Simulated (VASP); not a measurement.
# SiC (F-43m) in VASP: phonons with LDA

Aim: the phonons of SiC with LDA.

Program: VASP 6.6.1. These are calculated values, not measurements. Logs are shortened: lines on timing, memory, paths and dates and some standing lists are left out, and cuts for length are marked.

### 1 Starting point

It takes space group F-43m (No. 216, cubic). The conventional cell has a = 4.358 Å, b = 4.358 Å, c = 4.358 Å, α = 90.00°, β = 90.00°, γ = 90.00°. Si (site symmetry -43m) is surrounded by 4 C at 1.89 Å. Around C (site symmetry -43m) lie 4 Si at 1.89 Å.

### 2 Phonons, LDA

Contents of POSCAR:

```
SiC
1.0
    0.0000000000      2.1790000000      2.1790000000
    2.1790000000      0.0000000000      2.1790000000
    2.1790000000      2.1790000000      0.0000000000
Si C
1 1
Direct
    0.0000000000      0.0000000000      0.0000000000
    0.2500000000      0.2500000000      0.2500000000
```

Contents of INCAR.step1:

```
PREC = Accurate ; ENCUT = 600
EDIFF = 1E-8 ; ISMEAR = 0
SIGMA = 0.02 ; LREAL = False
LASPH = True ; NELM = 80
ALGO = Fast ; ISIF = 3
LWAVE = False ; LCHARG = False
GGA = CA ; IBRION = 2
NSW = 40 ; EDIFFG = -0.002
```

Contents of INCAR.step2:

```
PREC = Accurate ; ENCUT = 600
EDIFF = 1E-8 ; ISMEAR = 0
SIGMA = 0.02 ; LREAL = False
LASPH = True ; NELM = 80
ALGO = Fast ; ISIF = 2
LWAVE = False ; LCHARG = False
GGA = CA ; IBRION = 8
NSW = 1
```

Contents of KPOINTS:

```
regular mesh
0
Gamma
  10 10 10
```

Potentials or basis: VASP PAW LDA potentials, release 64 (Si, C).

On the command line:

```console
$ cat potpaw_LDA.64/Si/POTCAR potpaw_LDA.64/C/POTCAR > POTCAR
$ cp INCAR.step1 INCAR
$ mpirun -np 1 vasp_std > vasp.out
$ cp CONTCAR POSCAR
$ cp INCAR.step2 INCAR
$ mpirun -np 1 vasp_std > vasp.out
```

OUTCAR:

```text
PREC = Accurate
   ENCUT = 600
   EDIFF = 1E-8
   ISMEAR = 0
   LREAL = False
   LASPH = True
   NELM = 80
   ISIF = 2
   GGA = CA
   IBRION = 8
   NSW = 1

 ion  position               nearest neighbor table
   1  0.000  0.000  0.000-   2 1.88   2 1.88   2 1.88   2 1.88
   2  0.250  0.250  0.250-   1 1.88   1 1.88   1 1.88   1 1.88

  LATTYP: Found a face centered cubic cell.
 ALAT       =     4.3305695293

  Lattice vectors:

 A1 = (   0.0000000000,   2.1652847646,   2.1652847646)
 A2 = (   2.1652847646,   0.0000000000,   2.1652847646)
 A3 = (   2.1652847646,   2.1652847646,   0.0000000000)

Analysis of symmetry for initial positions (statically):
=====================================================================
 Subroutine PRICEL returns:
 Original cell was already a primitive cell.

 Routine SETGRP: Setting up the symmetry group for a
 face centered cubic supercell.

 Subroutine GETGRP returns: Found 24 space group operations
 (whereof 24 operations were pure point group operations)
 out of a pool of 48 trial point group operations.

The static configuration has the point symmetry T_d .

Analysis of symmetry for dynamics (positions and initial velocities):
=====================================================================
 Subroutine PRICEL returns:
 Original cell was already a primitive cell.

 Routine SETGRP: Setting up the symmetry group for a
 face centered cubic supercell.

 Subroutine GETGRP returns: Found 24 space group operations
 (whereof 24 operations were pure point group operations)
 out of a pool of 48 trial point group operations.

The dynamic configuration has the point symmetry T_d .

 Subroutine INISYM returns: Found 24 space group operations
 (whereof 24 operations are pure point group operations),
 and found     1 'primitive' translations

----------------------------------------------------------------------------------------

                                     Primitive cell

  volume of cell :      20.3037

  direct lattice vectors                    reciprocal lattice vectors
     0.000000000  2.165284765  2.165284765    -0.230916510  0.230916510  0.230916510
     2.165284765  0.000000000  2.165284765     0.230916510 -0.230916510  0.230916510
     2.165284765  2.165284765  0.000000000     0.230916510  0.230916510 -0.230916510

  length of vectors
     3.062175081  3.062175081  3.062175081     0.399959127  0.399959127  0.399959127

  position of ions in fractional coordinates (direct lattice)
     0.000000000  0.000000000  0.000000000
     0.250000000  0.250000000  0.250000000

  ion indices of the primitive-cell ions
   primitive index   ion index
                 1           1
                 2           2

----------------------------------------------------------------------------------------

 KPOINTS: regular mesh

Automatic generation of k-mesh.
 Grid dimensions read from file:
 generate k-points for:   10   10   10

 Generating k-lattice:

  Cartesian coordinates                     Fractional coordinates (reciprocal lattice)
    -0.023091651  0.023091651  0.023091651     0.100000000  0.000000000  0.000000000
     0.023091651 -0.023091651  0.023091651     0.000000000  0.100000000  0.000000000
     0.023091651  0.023091651 -0.023091651     0.000000000  0.000000000  0.100000000

  Length of vectors
     0.039995913  0.039995913  0.039995913

  Shift w.r.t. Gamma in fractional coordinates (k-lattice)
     0.000000000  0.000000000  0.000000000

 Subroutine IBZKPT returns following result:
 ===========================================

 Found     47 irreducible k-points:

 Following reciprocal coordinates:
[... 77 lines left out ...]
 Gauss-broadening in eV      SIGMA  =   0.02
  energy-cutoff  :      600.00
  volume of cell :       20.30
 maximum number of plane-waves:       700
   NGX = 13   NGY = 13   NGZ = 13

--------------------------------------- Ionic step        1  -------------------------------------------

 number of electron       8.0000000 magnetization

 Free energy of the ion-electron system (eV)
  ---------------------------------------------------
  ext. energy  EPLUGINS =         0.00000000
  ---------------------------------------------------
  free energy    TOTEN  =       -16.64467093 eV

  energy without entropy =      -16.64467093  energy(sigma->0) =      -16.64467093

 E-fermi :   8.4009     XC(G=0): -11.6372

 val. band max:        8.2778748922   @ k =   0.0000   0.0000   0.0000
 cond. band min:       9.5666517079   @ k =   0.5000   0.5000   0.0000
 fundamental gap:      1.2887768157
 Fermi energy:         8.4009132950

 k-point     1 :       0.0000    0.0000    0.0000
  band No.  band energies     occupation
      1      -7.1864      2.00000
      2       8.2779      2.00000
      3       8.2779      2.00000
      4       8.2779      2.00000
      5      14.7930      0.00000
      6      15.6017      0.00000
      7      15.6017      0.00000
      8      15.6017      0.00000
[... 243 lines left out ...]
 k-point    24 :       0.4000    0.3000    0.0000
  band No.  band energies     occupation
      1      -3.9739      2.00000
      2       2.7222      2.00000
      3       5.0745      2.00000
      4       5.6157      2.00000
      5      11.0960      0.00000
      6      13.8588      0.00000
      7      19.9783      0.00000
      8      20.2350      0.00000

 [... further k-points ...]

------------------------ aborting loop because EDIFF is reached ----------------------------------------

  FORCE on cell =-STRESS in cart. coord.  units (eV):
  Direction    XX          YY          ZZ          XY          YZ          ZX
  --------------------------------------------------------------------------------------
  -------------------------------------------------------------------------------------
  Total       -0.0005416     -0.0005416     -0.0005416      0.0000000      0.0000000     -0.0000000
  in kB       -0.0427387     -0.0427387     -0.0427387      0.0000000      0.0000000     -0.0000000
  external PRESSURE =      -0.0427387 kB  Pullay stress =       0.0000000 kB

 VOLUME and BASIS-vectors are now :
 -----------------------------------------------------------------------------
  energy-cutoff  :      600.00
  volume of cell :       20.30
      direct lattice vectors                 reciprocal lattice vectors
     0.000000000  2.165284765  2.165284765    -0.230916510  0.230916510  0.230916510
     2.165284765  0.000000000  2.165284765     0.230916510 -0.230916510  0.230916510
     2.165284765  2.165284765  0.000000000     0.230916510  0.230916510 -0.230916510

 POSITION                                       TOTAL-FORCE (eV/Angst)
 -----------------------------------------------------------------------------------
      0.00000      0.00000      0.00000        -0.000000     -0.000000     -0.000000
      1.08264      1.08264      1.08264         0.000000      0.000000      0.000000
 -----------------------------------------------------------------------------------
    total drift:                                0.000000      0.000000      0.000000

  FREE ENERGIE OF THE ION-ELECTRON SYSTEM (eV)
  ---------------------------------------------------
  free  energy   TOTEN  =       -16.6446709315 eV

  energy  without entropy=      -16.6446709315  energy(sigma->0) =      -16.64467093

[... ionic steps 2 to 3 ...]

--------------------------------------- Ionic step        4  -------------------------------------------

------------------------ aborting loop because EDIFF is reached ----------------------------------------

[... ionic steps 5 to 6 ...]

--------------------------------------- Ionic step        7  -------------------------------------------

 Free energy of the ion-electron system (eV)
  ---------------------------------------------------
  ---------------------------------------------------
  free energy    TOTEN  =        -0.12460416 eV

  energy without entropy =       -0.12460416

------------------------ aborting loop because EDIFF is reached ----------------------------------------

 INTERNAL STRAIN TENSOR  FOR ION    2  DIRECTION 1   (eV/Angst):
 -----------------------------------------------------------------------------
    -0.00822  0.00000  0.00000
     0.00000  0.00350 -8.63276
     0.00000 -8.63276  0.00350

 INTERNAL STRAIN TENSOR FOR ION    2 for displacements in x,y,z  (eV/Angst):
          X           Y           Z          XY          YZ          ZX
  --------------------------------------------------------------------------------
  x     0.00000     0.00000     0.00000     0.00000    -8.63276     0.00000
  y     0.00000     0.00000     0.00000     0.00000     0.00000    -8.63276
  z     0.00000     0.00000     0.00000    -8.63276     0.00000     0.00000

 SECOND DERIVATIVES (NOT SYMMETRIZED)
 ------------------------------------
               1X          1Y          1Z          2X          2Y          2Z
  1X   -19.641737    0.000000    0.000000   19.641737    0.000000    0.000000
  1Y     0.000000  -19.641737    0.000000    0.000000   19.641737    0.000000
  1Z     0.000000    0.000000  -19.641737    0.000000    0.000000   19.641737
  2X    19.639610    0.000000    0.000000  -19.639610    0.000000    0.000000
  2Y     0.000000   19.639610    0.000000    0.000000  -19.639610    0.000000
  2Z     0.000000    0.000000   19.639610    0.000000    0.000000  -19.639610

 Eigenvectors and eigenvalues of the dynamical matrix
 ----------------------------------------------------

   1 f  =   23.886247 THz   150.081719 2PiTHz  796.759452 cm-1    98.785537 meV
             X         Y         Z           dx          dy          dz
      0.000000  0.000000  0.000000    -0.547338    0.000000    0.000000
      1.082642  1.082642  1.082642     0.836912    0.000000    0.000000
[... 21 lines left out ...]
   6 f/i=    0.000593 THz     0.003723 2PiTHz    0.019765 cm-1     0.002451 meV
             X         Y         Z           dx          dy          dz
      0.000000  0.000000  0.000000    -0.836912    0.000000    0.000000
      1.082642  1.082642  1.082642    -0.547338    0.000000    0.000000

--------------------------------------------------------------------------------------------------------

 ELASTIC MODULI CONTR FROM IONIC RELAXATION (kBar)
 Direction    XX          YY          ZZ          XY          YZ          ZX
 --------------------------------------------------------------------------------
 XX          -0.0000     -0.0000     -0.0000      0.0000      0.0000      0.0000
 YY          -0.0000     -0.0000     -0.0000      0.0000      0.0000      0.0000
 ZZ          -0.0000     -0.0000     -0.0000      0.0000      0.0000      0.0000
 XY           0.0000      0.0000      0.0000   -274.1037      0.0000      0.0000
 YZ           0.0000      0.0000      0.0000      0.0000   -274.1037      0.0000
 ZX           0.0000      0.0000      0.0000      0.0000      0.0000   -274.1037
 --------------------------------------------------------------------------------
```

It took 1.7 min on 1 thread of Intel Xeon Platinum 8175M at 2.50GHz (Skylake/Cascade Lake), shared host; peak memory 0.21 GiB.

What came out:

```yaml
Relaxed_volume: 10.15 Å³/atom
Relaxed_cell: a = 3.062 Å, b = 3.062 Å, c = 3.062 Å, α = 60.00°, β = 60.00°, γ = 60.00°
Space_group_after_relaxing_to_0.05_Å: F-43m (No. 216)
Highest_phonon_frequency_at_Γ_LO-TO_splitting_left_out: 797 cm⁻¹
```

The path:
| step | energy change (eV) | largest force (eV/Å) | pressure (GPa) | volume (Å³) |
| --- | --- | --- | --- | --- |
| 1 | 0.0000 | 0.0000 | -4.19 | 20.69 |
| 2 | 0.0009 | 0.0000 | 4.85 | 19.89 |
| 3 | -0.0052 | 0.0000 | -0.02 | 20.30 |

Final structure:
```yaml
crystal:
  lattice:
    - [0.00000, 2.16528, 2.16528]
    - [2.16528, 0.00000, 2.16528]
    - [2.16528, 2.16528, 0.00000]
  atoms:
    - { symbol: Si, position: [0.00000, 0.00000, 0.00000] }
    - { symbol: C, position: [0.25000, 0.25000, 0.25000] }
```

Phonon frequencies in cm⁻¹ (negative: imaginary):
```
              q point        frequencies
(0.000, 0.000, 0.000)  0 0 0 797 797 797
```
